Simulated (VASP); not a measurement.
Crystal: HfO2.

```xyz
3
Lattice="0.0000 2.5575 2.5575 2.5575 0.0000 2.5575 2.5575 2.5575 0.0000" Properties=species:S:1:pos:R:3 pbc="T T T"
Hf    0.0000    0.0000    0.0000
O     3.8363    3.8363    3.8363
O     1.2788    1.2788    1.2788
```

Measurements of this composition are mostly on another form, of space group No. 14.

Base run:

- Program: VASP 6.6.1
- Functional: PBE
- Potentials or basis: VASP PAW PBE potentials, release 64 (Hf_pv, O)
- Cutoff: 520 eV
- k mesh: 10 × 10 × 10
- Occupations: gaussian, width 0.02 eV
- Spin: no spin polarisation

Its results: band gap on the k mesh 3.73 eV, direct.

Q: After a change of settings the same cell gave: band gap on the k mesh 3.52 eV, direct. Which change was it?
A. k mesh from 10 × 10 × 10 to 9 × 9 × 9; further incar settings from ALGO = Normal; EDIFF = 1e-07 to ALGO = Normal; EDIFF = 1e-07; NBANDS = 18
B. functional from PBE to r2SCAN
C. functional from PBE to LDA; potentials or basis from VASP PAW PBE potentials, release 64 (Hf_pv, O) to VASP PAW LDA potentials, release 64 (Hf_pv, O)

A: C.

Caveats: spin-orbit coupling is left out, which moves the levels of the heavy elements.

Not every run made on this cell is shown here.
